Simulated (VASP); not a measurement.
Input of a VASP 6.6.1 run:

INCAR

```
PREC = Accurate
ENCUT = 520
EDIFF = 1E-6
ISMEAR = -1
SIGMA = 0.15
LREAL = Auto
LASPH = T
NELM = 100
ALGO = Fast
ISIF = 2
LWAVE = F
LCHARG = F
GGA = PE
IVDW = 12
NBANDS = 30
```

Contents of KPOINTS:

```
Automatic mesh
0
Gamma
  3 3 2
```

POSCAR

```
Be16H
1.0
   -2.2900000000     -3.9663960000      0.0000000000
    3.4350000000     -1.9831980000      0.0000000000
    0.0000000000      0.0000000000      7.1768600000
Be H
16 1
Direct
    0.6696200049      0.4462095520      0.0213742500
    0.4528249060      0.3226692969      0.2752875213
    0.6884540213      0.4480232049      0.5235437225
    0.4376200705      0.3699708767      0.7710614391
    0.4554138907     -0.0397095168      0.0369242259
    0.2013984306      0.7887634370      0.2663839061
    0.4688408537      0.0025169010      0.5547133426
    0.1872064124      0.8796223244      0.7797281820
    0.1865301817      0.5458090586      0.0154524402
   -0.0820514871      0.2944984264      0.2805265813
    0.2153491106      0.5217029005      0.5313047767
   -0.1125461761      0.2629604823      0.7908751181
    0.0092415165      0.0081406325      0.0297205184
    0.7405780236      0.8015207203      0.3026532495
    0.0122403814      0.0219593809      0.5482341860
    0.7934795849      0.7461916301      0.7670903431
    0.7167268894      0.0142080281      0.9435463420
```

Potentials or basis: VASP PAW PBE potentials, release 64 (Be, H).

Run with:

```bash
$ cat potpaw_PBE.64/Be/POTCAR potpaw_PBE.64/H/POTCAR > POTCAR
$ mpirun -np 1 vasp_std > vasp.out
```

(1) What does it give for the dispersion energy per atom?

(2) Estimate the largest force.

(3) Predict the band gap on the k mesh.

(4) Predict the pressure.

Answers

(1) -0.336 eV.

(2) 2.654 eV/Å.

(3) none (metal or under the smearing width).

(4) -0.3 GPa.

Caveat: the k mesh is coarse (spacing up to 0.53 Å⁻¹), so the values aren't converged.
